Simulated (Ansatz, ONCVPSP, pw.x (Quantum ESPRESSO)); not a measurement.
## pw.x on fcc W: one setting changed

Potential: optimised norm-conserving Vanderbilt (ONCV), ONCVPSP 4.0.1.1 (patched build), PBE; core [Kr] 4d10 4f14, reference 5s2 5p6 5d4 6s2; waves: 5s+6s: rc 1.90 bohr, ncon 4, nbas 8, qcut 8.3 1/bohr, 2 projectors; 5p: rc 2.05 bohr, ncon 3, nbas 6, qcut 6 1/bohr, 1 projector; 5d: rc 2.80 bohr, ncon 5, nbas 10, qcut 5.2 1/bohr, 2 projectors, debl 3.3 Ha; local part: polynomial inside 1.55 bohr (lpopt 5, dvloc0 6 Ha); core correction: Teter function fitted to the true core (icmod 2), fcfact 0.65.

The reference run (k-mesh 14³, cutoffs 55/220 Ry, Fermi–Dirac 0.01 Ry, mixing_beta 0.4, conv_thr 1e-9, no spin) gives -2.42 GPa at 16.478 Å³/atom, where all-electron LAPW gives -0.06 GPa. This run, with its own iteration cap, changes conv_thr to 0.0001.

```
&control
  calculation='scf', prefix='x', pseudo_dir='./', outdir='./tmp', tstress=.true., disk_io='none'
/
&system
  ibrav=0, nat=1, ntyp=1, ecutwfc=55, ecutrho=220, nbnd=15,
  occupations='smearing', smearing='fd', degauss=0.01
/
&electrons
  conv_thr=0.0001, mixing_beta=0.4, electron_maxstep=60
/
ATOMIC_SPECIES
W 1.0 W.UPF
CELL_PARAMETERS angstrom
  0.00000000 2.01972156 2.01972156
  2.01972156 0.00000000 2.01972156
  2.01972156 2.01972156 0.00000000
ATOMIC_POSITIONS crystal
W 0.0000 0.0000 0.0000
K_POINTS automatic
14 14 14 0 0 0
```

```bash
pw.x < W.scf.in > W.scf.out
```

Task: How does the run end?

Result: It converges in 4 iterations; the free energy moves by +0.0 meV/atom and the pressure by -1.12 GPa.

```
Message from routine setup:
     using ibrav=0 with symmetry is DISCOURAGED, use correct ibrav instead
     lattice parameter (alat)  =       5.3977  a.u.
     unit-cell volume          =     111.1991 (a.u.)^3
     number of electrons       =        14.00
     number of Kohn-Sham states=           15
     kinetic-energy cutoff     =      55.0000  Ry
     charge density cutoff     =     220.0000  Ry
     scf convergence threshold =      1.0E-04
     Exchange-correlation= PBE
     number of k points=   104  Fermi-Dirac smearing, width (Ry)=  0.0100
     iteration #  1     ecut=    55.00 Ry     beta= 0.40
     total energy              =    -162.73917099 Ry
     estimated scf accuracy    <       0.03601429 Ry
     iteration #  2     ecut=    55.00 Ry     beta= 0.40
     total energy              =    -162.73914882 Ry
     estimated scf accuracy    <       0.00600494 Ry
     iteration #  3     ecut=    55.00 Ry     beta= 0.40
     total energy              =    -162.73978711 Ry
     estimated scf accuracy    <       0.00030236 Ry
     iteration #  4     ecut=    55.00 Ry     beta= 0.40
     the Fermi energy is    21.0749 ev
!    total energy              =    -162.73980497 Ry
     estimated scf accuracy    <       0.00000449 Ry
     smearing contrib. (-TS)   =      -0.00526961 Ry
     The total energy is F=E-TS. E is the sum of the following terms:
     one-electron contribution =     -17.42721929 Ry
     hartree contribution      =      16.87785080 Ry
     xc contribution           =     -44.46198746 Ry
     ewald contribution        =    -117.72317939 Ry
     convergence has been achieved in   4 iterations
          total   stress  (Ry/bohr**3)                   (kbar)     P=      -35.44
     Message from routine punch:
     Nothing written, as per user request (disk_io='none')
```

The run took about 12 s on one core of a shared host (Neoverse-N1, 64 threads, 124 GiB, load 60).
